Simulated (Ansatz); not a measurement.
The system is Si2Mo.

```xyz
9
Lattice="4.5855 0.0000 0.0000 -2.2927 3.9711 0.0000 0.0000 0.0000 6.5798" Properties=species:S:1:pos:R:3 pbc="T T T"
Mo    1.1464    1.9856    5.4831
Mo   -1.1464    1.9856    1.0966
Mo    2.2927    0.0000    3.2899
Si    0.0000    1.3015    3.2899
Si    1.1656    3.3204    1.0966
Si    3.4583    0.6508    5.4831
Si    2.2927    2.6696    3.2899
Si    1.1272    0.6508    1.0966
Si   -1.1656    3.3204    5.4831
```

Measurements of this composition are mostly on another form, of space group No. 139.

A run of Ansatz 0.2.0 on this cell left the log below. Logs are shortened: lines on timing, memory, paths and dates and some standing lists are left out, and cuts for length are marked.

```text
Warning: RAYON_NUM_THREADS=4 ignored (pool sized by the plan → 4); use --threads N
Engine: ansatz 0.2.0, x86_64-unknown-linux-gnu
Pseudopotentials: kind: paw
Pseudopotential: Mo, paw, valence charge 14, recommended cutoff 500 eV (meta_gga), Mo.paw.azcp
Pseudopotential: Si, paw, valence charge 4, recommended cutoff 500 eV (meta_gga), Si.paw.azcp
Functional definition: r2SCAN
  parameter k0 = 0.174
  parameter k1 = 0.065
  parameter a1 = 4.9479
  exchange = r2scan_x(k0 = k0, k1 = k1, a1 = a1)
  correlation = r2scan_c
Crystal: 9 atoms, lattice volume = 119.814 Å³
Basis set: ecut = 500 eV, 3101 PW (Γ), exchange–correlation on 144×144×192 points (64 copies of the dense FFT grid, shifted against one another)
Bands: 42, of which v1, the nominal top of the filled ones, is band 33 counted from 1 (32 counted from 0)
Symmetry: 12 space group operations
Space group: P6222 (ITA 180), of the structure as read, at distance tolerance 4.9e-5 Å
k-points: 24 of 196 (time reversal used)
Non-local potential: Mo, projectors of the file, l = 0: 3, l = 1: 2, l = 2: 2, l = 3: 1
Non-local potential: Si, projectors of the file, l = 0: 2, l = 1: 2, l = 2: 2
PAW form: soft (Blöchl's): semilocal exchange-correlation on the pseudo side does not see the compensation charge
[... 75 lines left out ...]
  atom   2  Mo    -0.00000000    -0.00000000    -0.00000000
  atom   3  Mo    -0.00000000     0.00000000     0.00000000
  atom   4  Si     0.00000000    -0.00044920    -0.00000000
  atom   5  Si     0.00038901     0.00022460    -0.00000000
  atom   6  Si     0.00038901    -0.00022460     0.00000000
  atom   7  Si    -0.00000000     0.00044920     0.00000000
  atom   8  Si    -0.00038901    -0.00022460     0.00000000
  atom   9  Si    -0.00038901     0.00022460    -0.00000000
  max |Σ_I F_I| component: 2.54e-17 eV/Å
--- Stress (GPa, compression-positive) ---
        0.003268      -0.000000       0.000000
       -0.000000       0.003268      -0.000000
        0.000000      -0.000000      -0.005034
  P = ⅓ Tr σ = 0.0005 GPa (0.005 kbar)
--- Band table (eV; the first three rows and the last of 24) ---
  k-point 0: bands = ["-46.3962", "-46.3621", "-46.3621", "-19.9178", "-19.9163", "-19.9163", "-19.9019", "-19.9019", "-19.8067", "-19.7474", "-19.7474", "-19.7299", "1.8390", "5.1132", "5.1132", "8.9395", "9.6839", "9.6839", "10.3839", "10.3839", "11.2375", "11.4481", "11.4481", "11.7781", "12.8048", "12.8048", "13.2979", "13.2979", "13.4923", "13.4923", "13.7544", "14.4175", "15.8129", "18.9002", "19.2227", "19.2227", "19.3882", "19.4801", "19.6395", "19.6395", "19.9046", "19.9046"]
  k-point 1: bands = ["-46.3931", "-46.3734", "-46.3538", "-19.9572", "-19.9137", "-19.9087", "-19.8894", "-19.8576", "-19.8093", "-19.7856", "-19.7479", "-19.7162", "2.0822", "3.8456", "6.3776", "9.1310", "9.5606", "9.7814", "9.9881", "10.6108", "10.8998", "11.0436", "11.2635", "11.2752", "12.9497", "13.1268", "13.1379", "13.4025", "13.7319", "14.0778", "14.1626", "14.4517", "16.2196", "18.8751", "19.0798", "19.1383", "19.2970", "19.3990", "19.4243", "19.4521", "19.7316", "19.8192"]
  k-point 2: bands = ["-46.3848", "-46.3848", "-46.3508", "-19.9718", "-19.9182", "-19.8912", "-19.8912", "-19.8089", "-19.8089", "-19.7956", "-19.7956", "-19.7046", "2.7820", "2.7820", "7.1698", "8.9072", "9.5631", "9.5631", "9.8447", "10.6122", "10.6122", "11.2370", "11.2370", "11.2396", "12.8654", "12.9346", "12.9346", "13.0678", "14.1934", "14.1934", "14.3929", "15.9159", "15.9159", "18.7111", "19.1870", "19.2606", "19.2606", "19.4314", "19.4620", "19.4620", "19.6048", "19.6048"]
  k-point 23: bands = ["-46.3842", "-46.3707", "-46.3645", "-19.9697", "-19.9557", "-19.9495", "-19.8712", "-19.8526", "-19.8350", "-19.7480", "-19.7438", "-19.7036", "4.7437", "4.8498", "5.5285", "6.4761", "6.7882", "8.0758", "10.0915", "10.2611", "10.8834", "11.6515", "12.6238", "12.6540", "13.0357", "13.0607", "13.2391", "13.3632", "14.3838", "14.7702", "14.9992", "15.3327", "16.1413", "17.4224", "17.8304", "18.0024", "18.5622", "18.7086", "18.8424", "18.9866", "19.4919", "20.1707"]
--- Relaxed structure (3 steps of the walk, 3 accepted, 1 SCFs on fresh bases) ---
  F+E_penalty+E_count = -18741.15901261 eV   max|allowed force component| = 4.492e-4 eV/Å   (the final SCF, on the basis selected at the relaxed cell)
  cell:  # Å, volume = 119.6850 Å³
    - [4.584229286464172, 2.8859793409155912e-11, -7.464092536442742e-35]
    - [-2.292114643257079, 3.9700590188361544, 3.408841580624304e-35]
    - [-1.7136536598238765e-34, 0.0, 6.576222084108339]
  atoms:
    - { symbol: Mo, position: [0.5, 0.5, 0.8333333333333335] }
    - { symbol: Mo, position: [6.23024996036427e-36, 0.5, 0.16666666666666669] }
    - { symbol: Mo, position: [0.5, 1.5167818637515935e-21, 0.5] }
    - { symbol: Si, position: [0.16385752777126258, 0.3277150555425252, 0.5] }
    - { symbol: Si, position: [0.6722849444574748, 0.8361424722287374, 0.16666666666666669] }
    - { symbol: Si, position: [0.8361424722287374, 0.16385752777126264, 0.8333333333333335] }
    - { symbol: Si, position: [0.8361424722287374, 0.6722849444574749, 0.5] }
    - { symbol: Si, position: [0.3277150555425252, 0.1638575277712626, 0.16666666666666669] }
    - { symbol: Si, position: [0.16385752777126245, 0.8361424722287374, 0.8333333333333335] }
```

Task: What input gives this log?

Result: Relaxation of cell and atoms with r2SCAN, no spin polarisation. The files as run (others can give the same):

input.yaml
```yaml
crystal:
  lattice:
    - [4.5854715599, 0.0, 0.0]
    - [-2.29273578, 3.9711348592, 0.0]
    - [0.0, 0.0, 6.5797601]
  atoms:
    - { symbol: Mo, position: [0.5, 0.5, 0.8333333333] }
    - { symbol: Mo, position: [0.0, 0.5, 0.1666666667] }
    - { symbol: Mo, position: [0.5, 0.0, 0.5] }
    - { symbol: Si, position: [0.16387298, 0.32774596, 0.5] }
    - { symbol: Si, position: [0.67225404, 0.83612702, 0.1666666667] }
    - { symbol: Si, position: [0.83612702, 0.16387298, 0.8333333333] }
    - { symbol: Si, position: [0.83612702, 0.67225404, 0.5] }
    - { symbol: Si, position: [0.32774596, 0.16387298, 0.1666666667] }
    - { symbol: Si, position: [0.16387298, 0.83612702, 0.8333333333] }
hamiltonian:
  xc: r2scan
  pseudopotentials: { kind: paw }
kpoints:
  mp_grid: { grid: [7, 7, 4] }
scf:
  occupations: { method: fermi_dirac, width: 0.05 }
output:
  forces: true
  stress: true
  eigenvalues: true
relax:
  f_tol: 0.01
  max_steps: 40
  cell: { stress_tol: 0.05 }
```

Potentials or basis: Ansatz PAW.
The run is started by
```console
$ ansatz run input.yaml --threads 4 --pin off --max-ram 11264MiB --backend cpu --events-out ev --progress --plain --runs-dir out
```

Caveat: odd divisions of the mesh miss points on the zone boundary, where band edges often lie, so the gap on the mesh can be too wide; the plane-wave basis is chosen anew once the cell has moved, so the energies of steps on either side of that aren't comparable; the PAW data sets come from PBE, with cores solved anew for the run's functional, which leaves a small shift of forces and pressure.
